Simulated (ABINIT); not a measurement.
Se:

```
Se
1.0
     4.36620    0.00000    0.00000
    -2.18310    3.78124    0.00000
     0.00000    0.00000    4.95360
Se
3
Direct
  0.77460 0.77460 0.00000
  0.00000 0.22540 0.66667
  0.22540 0.00000 0.33333
```

* Program: ABINIT 10.8.3 (patched build)
* Task: relaxation of cell and atoms
* Functional: r2SCAN
* Potentials or basis: JTH PAW PBE v2.0
* Cutoff: 490 eV
* k mesh: 7 × 7 × 6
* Occupations: fermi-dirac, width 0.05 eV
* Spin: no spin polarisation

At the start: pressure 1.5 GPa; volume 27.26 Å³/atom.

Task: How do energy, volume and symmetry change on relaxing?

Result: Over 13 steps the energy falls by 7.5 meV/atom and the volume is 30.07 Å³/atom (+10.3 %); space group P3_121 (No. 152, to 0.05 Å).

The path:
| step | energy change (eV) | largest force (eV/Å) | pressure (GPa) | volume (Å³) |
| --- | --- | --- | --- | --- |
| 1 | 0.0000 | 0.0740 | 1.49 | 81.78 |
| 2 | -0.0022 | 0.0094 | 1.16 | 82.16 |
| 3 | -0.0066 | 0.1633 | 0.15 | 83.45 |
| 4 | -0.0071 | 0.1736 | 0.06 | 83.72 |
| 5 | -0.0135 | 0.1290 | -0.38 | 86.01 |
| 6 | -0.0149 | 0.0652 | -0.18 | 86.14 |
| 7 | -0.0159 | 0.0248 | 0.15 | 86.16 |
| 8 | -0.0168 | 0.0437 | 0.20 | 86.22 |
| 9 | -0.0188 | 0.0979 | 0.65 | 86.58 |
| 10 | -0.0204 | 0.1058 | 0.52 | 87.97 |
| 11 | -0.0221 | 0.0457 | 0.15 | 89.50 |
| 12 | -0.0222 | 0.0146 | -0.02 | 90.61 |
| 13 | -0.0226 | 0.0096 | -0.02 | 90.22 |

Final structure:
```yaml
crystal:
  lattice:
    - [4.57342, 0.00000, 0.00000]
    - [-2.28671, 3.96070, 0.00000]
    - [0.00000, 0.00000, 4.98045]
  atoms:
    - { symbol: Se, position: [0.78612, 0.78612, 0.00000] }
    - { symbol: Se, position: [0.00000, 0.21388, 0.66667] }
    - { symbol: Se, position: [0.21388, 0.00000, 0.33333] }
```

Caveat: the PAW data sets were made with another functional, which shifts forces and pressure a little.
